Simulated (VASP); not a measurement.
Here is a VASP 6.6.1 calculation.

File INCAR:

```
ALGO     = Normal         # electronic algorithm
EDIFF    = 1E-7           # SCF threshold, eV
ENCUT    = 520            # plane-wave cutoff, eV
GGA      = PE             # functional
ISIF     = 2              # what is computed and relaxed
ISMEAR   = -1             # smearing method
ISPIN    = 2              # spin polarisation
LASPH    = T              # aspherical terms in the spheres
LCHARG   = F              # write CHGCAR
LMAXMIX  = 6              # l up to which the mixer works
LORBIT   = 11             # projections on sites
LREAL    = F              # projectors in reciprocal space
LWAVE    = F              # write WAVECAR
MAGMOM   = 7 0            # initial moments
NBANDS   = 22             # bands
NELM     = 120            # most SCF steps
PREC     = Accurate       # precision mode
SIGMA    = 0.05           # smearing width, eV
```

KPOINTS

```
k-points
0
Gamma
  8 8 8
```

The input POSCAR:

```
EuS
1.0
    0.0000000000      2.9785000000      2.9785000000
    2.9785000000      0.0000000000      2.9785000000
    2.9785000000      2.9785000000      0.0000000000
Eu S
1 1
Direct
    0.0000000000      0.0000000000      0.0000000000
    0.5000000000      0.5000000000      0.5000000000
```

KPOINTS_OPT

```
path GXWKGLUWLK,UX
10
line-mode
reciprocal
 0.0000000000  0.0000000000  0.0000000000  G
 0.5000000000  0.0000000000  0.5000000000  X

 0.5000000000  0.0000000000  0.5000000000  X
 0.5000000000  0.2500000000  0.7500000000  W

 0.5000000000  0.2500000000  0.7500000000  W
 0.3750000000  0.3750000000  0.7500000000  K

 0.3750000000  0.3750000000  0.7500000000  K
 0.0000000000  0.0000000000  0.0000000000  G

 0.0000000000  0.0000000000  0.0000000000  G
 0.5000000000  0.5000000000  0.5000000000  L

 0.5000000000  0.5000000000  0.5000000000  L
 0.6250000000  0.2500000000  0.6250000000  U

 0.6250000000  0.2500000000  0.6250000000  U
 0.5000000000  0.2500000000  0.7500000000  W

 0.5000000000  0.2500000000  0.7500000000  W
 0.5000000000  0.5000000000  0.5000000000  L

 0.5000000000  0.5000000000  0.5000000000  L
 0.3750000000  0.3750000000  0.7500000000  K

 0.6250000000  0.2500000000  0.6250000000  U
 0.5000000000  0.0000000000  0.5000000000  X
```

Potentials or basis: VASP PAW PBE potentials, release 64 (Eu, S).

Command:

```sh
$ cat potpaw_PBE.64/Eu/POTCAR potpaw_PBE.64/S/POTCAR > POTCAR
$ mpirun -np 1 vasp_std > vasp.out
```

Estimate the site moments.

Eu +6.59; S -0.07 μB.

Predict the band gap along the path.

none (metal or under the smearing width).

Predict the net moment.

6.98 μB per cell.

What does it give for the pressure?

-2.8 GPa.

Caveat: spin-orbit coupling is left out, which moves the levels of the heavy elements; a cell with one magnetic atom can't hold antiferromagnetic order, which such compounds often take; without U or exact exchange the open f shell lies at the Fermi level, which spoils levels, moments and volumes. The state reached can hang on the start; a lower one may exist.

**Measured values to compare with.**

From “Crystal-field mediated electronic transitions of EuS up to 35 GPa”, 2022, pmc:8786971, for a powder of EuS at 300 K: band gap 1.72 eV (optical).

Against the measured gap of EuS, 1.72 eV (optical; 300 K; powder; “Crystal-field mediated electronic transitions of EuS up to 35 GPa”, 2022, pmc:8786971), the calculated 0.00 eV is off by -1.72 eV. So large a miss can be the level of theory's own, or it may mean another phase, state or a wrong row. Spin-orbit coupling on Eu is left out. The value is that of PBE, without temperature or zero-point motion. Semilocal functionals fall short of measured gaps as a rule. The run's magnetic order (collinear spin, ferromagnetic start) needn't be the measured crystal's.
